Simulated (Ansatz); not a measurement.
Bi and the effect of the dispersion correction

The cell as given:

```
Bi
1.0
    -1.98143    1.98143    1.98143
     1.98143   -1.98143    1.98143
     1.98143    1.98143   -1.98143
Bi
1
Direct
  0.00000 0.00000 0.00000
```

This isn't the form of Bi at room conditions, which is rhombohedral.

Kept alike: task relaxation of cell and atoms; functional PBEsol; k mesh 9 × 9 × 9; occupations fermi-dirac, width 0.05 eV; no spin polarisation. Program: Ansatz, Ansatz PAW, cutoff 420 eV. The mesh is that of the run's cell of 1 atom. No spin-orbit coupling.

| dispersion correction | volume (Å³/atom) |
| --- | --- |
| D3(BJ) | 28.520 |
| D3(BJ)-ATM | 28.689 |
| D4 | 29.171 |
| none | 30.053 |

The relaxations keep at least the cell's symmetry (Im-3m). For a metal such a mesh leaves the last digits unconverged. Relaxations stop with a little pressure left, so the last digits of a volume or edge aren't settled. All rows use potentials made for PBE.

The volume runs from 28.520 (D3(BJ)) to 30.053 Å³/atom (none). Against no correction: D3(BJ) -5.1 %; D3(BJ)-ATM -4.5 %; D4 -2.9 %. Dispersion terms mostly attract and so lower the volume; the schemes' coefficients and damping set how far.
